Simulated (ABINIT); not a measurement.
# Sn (P-1) in ABINIT: convergence with pawecutdg

Aim: find how far pawecutdg must go before the results for Sn settle, at PBE. This setting moves, with any that are tied to it; all else stays.

All numbers are computed with ABINIT 10.8.3 (patched build); they aren't measurements. Logs are shortened: lines on timing, memory, paths and dates and some standing lists are left out, and cuts for length are marked. The log counts tension as positive stress, the text compression.

## (1) The cell of the first run

The typed cell holds 2 atoms: a = 4.573 Å, b = 4.573 Å, c = 4.573 Å, α = 60.00°, β = 60.00°, γ = 60.00°.

This isn't the form of Sn at room conditions, which is tetragonal (white tin).

The cell isn't the ideal one: atoms moved at random, drawn with an rms of 0.05 Å.

## (2) With pawecutdg 22.7

File run.abi:

```
# Pseudopotentials
pp_dirpath "./"
pseudos "Sn.GGA_PBE-JTH_sp.xml"

# Structure
acell 8.64103205 8.64103205 8.64103205
rprim
     0.0000000000     0.7071067812     0.7071067812
     0.7071067812     0.0000000000     0.7071067812
     0.7071067812     0.7071067812     0.0000000000
ntypat 1
znucl 50
natom 2
typat 1 1
xred
     0.7513240000     0.7590190000     0.7625880000
     0.4946710000     0.5090020000     0.5000090000
chkprim 0
chksymtnons 0
tolsym 1.0e-6

# Plane-wave basis
ecut 22.0
pawecutdg 22.7
pawxcdev 0

# k points
kptopt 1
ngkpt 7 7 7
nshiftk 1
shiftk 0.0 0.0 0.0

# Exchange and correlation
ixc 11

# Bands and occupations
nband 8
occopt 3
tsmear 0.00367493

# SCF cycle
nstep 100
tolvrs 1.0e-9

# Output
iomode 3
prtwf 0
prtden 0
prteig 0
prtebands 0
enunit 2
```

Potentials or basis: JTH PAW PBE v2.0 sp.

Run with:

```sh
abinit run.abi > log 2>&1
```

run.abo:

```text
.Version 10.8.3 of ABINIT
 Symmetries : space group P-1 (#  2); Bravais aP (primitive triclinic)
================================================================================
 Values of the parameters that define the memory need of the present run
     intxc =       0    ionmov =       0      iscf =      17    lmnmax =      13
     lnmax =       5     mgfft =      40  mpssoang =       3    mqgrid =    3001
     natom =       2  nloc_mem =       2    nspden =       1   nspinor =       1
    nsppol =       1      nsym =       2    n1xccc =       1    ntypat =       1
    occopt =       3   xclevel =       2
       mpw =        2259          nfft =       64000          nkpt =         172
 PAW method is used; the additional fine FFT grid is defined by:
   mgfftf=        40    nfftf =     64000
================================================================================
================================================================================

--------------------------------------------------------------------------------
------------- Echo of variables that govern the present computation ------------
--------------------------------------------------------------------------------
 -outvars: echo values of preprocessed input variables --------
            acell      8.6410320500E+00  8.6410320500E+00  8.6410320500E+00 Bohr
              amu      1.18710000E+02
          chkprim           0
      chksymtnons           0
             ecut      2.20000000E+01 Hartree
           enunit           2
                       outvar_i_n : Printing only first  50 k-points.
              ixc          11
                       outvar_i_n : Printing only first  50 k-points.
         kptrlatt        7    0    0      0    7    0      0    0    7
          kptrlen      6.04872244E+01
            natom           2
            nband           8
            ngfft          40      40      40
          ngfftdg          40      40      40
             nkpt         172
            nstep         100
             nsym           2
           ntypat           1
                       prtocc : prtvol=0, do not print more k-points.
           occopt           3
        pawecutdg      2.27000000E+01 Hartree
         pawxcdev           0
           prtden           0
        prtebands           0
           prteig           0
            prtwf           0
            rprim      0.0000000000E+00  7.0710678120E-01  7.0710678120E-01
                       7.0710678120E-01  0.0000000000E+00  7.0710678120E-01
                       7.0710678120E-01  7.0710678120E-01  0.0000000000E+00
          spgroup           2
           tolsym      1.00000000E-06
           tolvrs      1.00000000E-09
           tsmear      3.67493000E-03 Hartree
            typat      1  1
           useylm           1
                       outvars : Printing only first  50 k-points.
           xangst      4.9198770346E+00  4.8949964618E+00  4.8834566613E+00
                       3.2624784498E+00  3.2161414142E+00  3.2452188660E+00
            xcart      9.2972201686E+00  9.2502027001E+00  9.2283956377E+00
                       6.1651907618E+00  6.0776264550E+00  6.1325748753E+00
             xred      7.5132400000E-01  7.5901900000E-01  7.6258800000E-01
                       4.9467100000E-01  5.0900200000E-01  5.0000900000E-01
            znucl       50.00000

[... 121 lines left out ...]
    1      4.91987703461509     4.89499646178560     4.88345666134006
    2      3.26247844980603     3.21614141416998     3.24521886595109

 cartesian forces (hartree/bohr) at end:
    1     -0.00601737975927    -0.00964923308161    -0.00237793138225
    2      0.00601737975927     0.00964923308161     0.00237793138225
 frms,max,avg= 6.7074863E-03 9.6492331E-03   0.000E+00  0.000E+00  0.000E+00 h/b

 cartesian forces (eV/Angstrom) at end:
    1     -0.30942610822185    -0.49618351495380    -0.12227814807481
    2      0.30942610822185     0.49618351495380     0.12227814807481
 frms,max,avg= 3.4491281E-01 4.9618351E-01   0.000E+00  0.000E+00  0.000E+00 e/A
 length scales=  8.641032050000  8.641032050000  8.641032050000 bohr
              =  4.572637236440  4.572637236440  4.572637236440 angstroms
 Fermi (or HOMO) energy (hartree) =   0.04247   Average Vxc (hartree)=  -0.31913
 Eigenvalues (hartree) for nkpt= 172  k points:
 kpt#   1, nband=  8, wtk=  0.00292, kpt=  0.0000  0.0000  0.0000 (reduced coord)
  -0.34977    0.02403    0.03747    0.04334    0.05614    0.11398    0.12412    0.12911
      occupation numbers for kpt#   1
   2.00000    1.98684    1.59129    0.88159    0.04728    0.00000    0.00000    0.00000
 prteigrs : prtvol=0 or 1, do not print more k-points.

 Fermi (or HOMO) energy (eV) =   1.15564   Average Vxc (eV)=  -8.68403
 Eigenvalues (   eV  ) for nkpt= 172  k points:
 kpt#   1, nband=  8, wtk=  0.00292, kpt=  0.0000  0.0000  0.0000 (reduced coord)
  -9.51763    0.65394    1.01972    1.17944    1.52774    3.10164    3.37749    3.51321
 prteigrs : prtvol=0 or 1, do not print more k-points.

--- !EnergyTerms
iteration_state     : {dtset: 1, }
comment             : Components of total free energy in Hartree
kinetic             :  2.35311935412939E+00
hartree             :  4.96028163609276E-01
xc                  : -8.61494390404549E+00
Ewald energy        : -7.05144719420884E+00
psp_core            :  9.83350246224729E-01
local_psp           : -1.77888551454859E+00
PAW spherical_terms :  6.41967007607352E+00
internal            : -7.19310877276601E+00
'-kT*entropy'       : -3.18397352737500E-04
total_energy        : -7.19342717011875E+00
total_energy_eV     : -1.95743125158435E+02
...

--- !EnergyTermsDC
iteration_state     : {dtset: 1, }
comment             : '"Double-counting" decomposition of free energy'
band_energy         : -1.04928459838681E+00
Ewald energy        : -7.05144719420884E+00
psp_core            :  9.83350246224729E-01
xc_dc               : -5.28729231700635E+00
PAW spherical_terms :  5.21156759329431E+00
internal            : -7.19310627008296E+00
'-kT*entropy'       : -3.18397352737500E-04
total_energy_dc     : -7.19342466743570E+00
total_energy_dc_eV  : -1.95743057056960E+02
...

--- !EnergyTermsWithPAWCore
iteration_state     : {dtset: 1, }
comment             : 'Components of total free energy, including PAW core contributions'
Total energy        : -1.23546822931478E+04
Total energy DC     : -1.23546822906451E+04
Total energy (eV)   : -3.36188031825226E+05
Total energy DC (eV): -3.36188031757125E+05
...

 Cartesian components of stress tensor (hartree/bohr^3)
  sigma(1 1)= -1.40232058E-04  sigma(3 2)=  3.33839959E-05
  sigma(2 2)= -1.38453887E-04  sigma(3 1)=  5.25044529E-05
  sigma(3 3)= -1.41202292E-04  sigma(2 1)=  1.52485317E-05

-Cartesian components of stress tensor (GPa)         [Pressure=  4.1178E+00 GPa]
- sigma(1 1)= -4.12576960E+00  sigma(3 2)=  9.82191069E-01
- sigma(2 2)= -4.07345399E+00  sigma(3 1)=  1.54473434E+00
- sigma(3 3)= -4.15431485E+00  sigma(2 1)=  4.48627293E-01

== END DATASET(S) ==============================================================
================================================================================

 -outvars: echo values of variables after computation  --------
            acell      8.6410320500E+00  8.6410320500E+00  8.6410320500E+00 Bohr
           etotal     -7.1934246674E+00
            fcart     -6.0173797593E-03 -9.6492330816E-03 -2.3779313822E-03
                       6.0173797593E-03  9.6492330816E-03  2.3779313822E-03
            rprim      0.0000000000E+00  7.0710678120E-01  7.0710678120E-01
                       7.0710678120E-01  0.0000000000E+00  7.0710678120E-01
                       7.0710678120E-01  7.0710678120E-01  0.0000000000E+00
           strten     -1.4023205837E-04 -1.3845388706E-04 -1.4120229184E-04
                       3.3383995890E-05  5.2504452871E-05  1.5248531739E-05
           xangst      4.9198770346E+00  4.8949964618E+00  4.8834566613E+00
                       3.2624784498E+00  3.2161414142E+00  3.2452188660E+00
             xred      7.5132400000E-01  7.5901900000E-01  7.6258800000E-01
                       4.9467100000E-01  5.0900200000E-01  5.0000900000E-01
 Calculation completed.
```

Wall time 73 s (1 thread of Arm Neoverse V2, shared host); peak memory 0.26 GiB.

Results:

```
Free energy            : -195.7431 eV
Pressure               : 4.1 GPa
Largest force          : 0.597 eV/Å
Band gap on the k mesh : none (metal or under the smearing width)
```

## (3) With pawecutdg 26.4

run.abi: that of step 2 with these lines changed.

```diff
@@ -23,3 +23,3 @@
 ecut 22.0
-pawecutdg 22.7
+pawecutdg 26.4
 pawxcdev 0
```

Potentials or basis: JTH PAW PBE v2.0 sp.

Run with:

```sh
abinit run.abi > log 2>&1
```

It took 71 s on 1 thread of Arm Neoverse V2, shared host; peak memory 0.26 GiB.

The run converged. Its results:

| Item | Value |
| --- | --- |
| Free energy | -195.7431 eV |
| Pressure | 4.1 GPa |
| Largest force | 0.597 eV/Å |
| Band gap on the k mesh | none (metal or under the smearing width) |

## (4) With pawecutdg 33

run.abi: that of step 3 with these lines changed.

```diff
@@ -23,3 +23,3 @@
 ecut 22.0
-pawecutdg 26.4
+pawecutdg 33.0
 pawxcdev 0
```

Run with:

```sh
abinit run.abi > log 2>&1
```

Run time: 71 s. Hardware: 1 thread of Arm Neoverse V2, shared host; peak memory 0.27 GiB.

It converged, with:

- Free energy: -195.7431 eV
- Pressure: 4.1 GPa
- Largest force: 0.597 eV/Å
- Band gap on the k mesh: none (metal or under the smearing width)

## (5) With pawecutdg 39.6

run.abi: that of step 4 with these lines changed.

```diff
@@ -23,3 +23,3 @@
 ecut 22.0
-pawecutdg 33.0
+pawecutdg 39.6
 pawxcdev 0
```

Run with:

```sh
abinit run.abi > log 2>&1
```

Run time: 70 s. Hardware: 1 thread of Arm Neoverse V2, shared host; peak memory 0.27 GiB.

Results (log left out):

```yaml
Free_energy: -195.7431 eV
Pressure: 4.1 GPa
Largest_force: 0.597 eV/Å
Band_gap_on_the_k_mesh: none (metal or under the smearing width)
```

## (6) With pawecutdg 48.4

run.abi: that of step 5 with these lines changed.

```diff
@@ -23,3 +23,3 @@
 ecut 22.0
-pawecutdg 39.6
+pawecutdg 48.4
 pawxcdev 0
```

Potentials or basis: JTH PAW PBE v2.0 sp.

Run with:

```sh
abinit run.abi > log 2>&1
```

It took 71 s on 1 thread of Arm Neoverse V2, shared host; peak memory 0.3 GiB.

It converged, with:

```
Free energy            : -195.7431 eV
Pressure               : 4.1 GPa
Largest force          : 0.597 eV/Å
Band gap on the k mesh : none (metal or under the smearing width)
```

## (7) With pawecutdg 59.4

run.abi: that of step 6 with these lines changed.

```diff
@@ -23,3 +23,3 @@
 ecut 22.0
-pawecutdg 48.4
+pawecutdg 59.4
 pawxcdev 0
```

Run with:

```sh
abinit run.abi > log 2>&1
```

Wall time 71 s (1 thread of Arm Neoverse V2, shared host); peak memory 0.3 GiB.

Results (log left out):

```
Free energy            : -195.7431 eV
Pressure               : 4.1 GPa
Largest force          : 0.597 eV/Å
Band gap on the k mesh : none (metal or under the smearing width)
```

## (8) With pawecutdg 72.6

run.abi: that of step 7 with these lines changed.

```diff
@@ -23,3 +23,3 @@
 ecut 22.0
-pawecutdg 59.4
+pawecutdg 72.6
 pawxcdev 0
```

Run with:

```sh
abinit run.abi > log 2>&1
```

Wall time 71 s (1 thread of Arm Neoverse V2, shared host); peak memory 0.36 GiB.

Results (log left out):

```
Free energy            : -195.7431 eV
Pressure               : 4.1 GPa
Largest force          : 0.597 eV/Å
Band gap on the k mesh : none (metal or under the smearing width)
```

## (9) Result

```csv
pawecutdg,"energy less the tightest run, at zero smearing (meV/atom)",SCF cycles,CPU time (s),peak memory (GiB)
22.7,0.05,9,73,0.26
26.4,0.02,9,71,0.26
33,0.02,9,71,0.27
39.6,0.01,9,70,0.27
48.4,0.01,9,71,0.3
59.4,0.00,9,71,0.3
72.6,0.00,9,71,0.36
```

Against the tightest run, the energy stays within 1 meV/atom from 22.7 on. The tightest run that finished is the yardstick and may itself not be fully converged.

Caveats: this set keeps more shells in the core, which shifts pressures and gaps; the atomic spheres overlap.
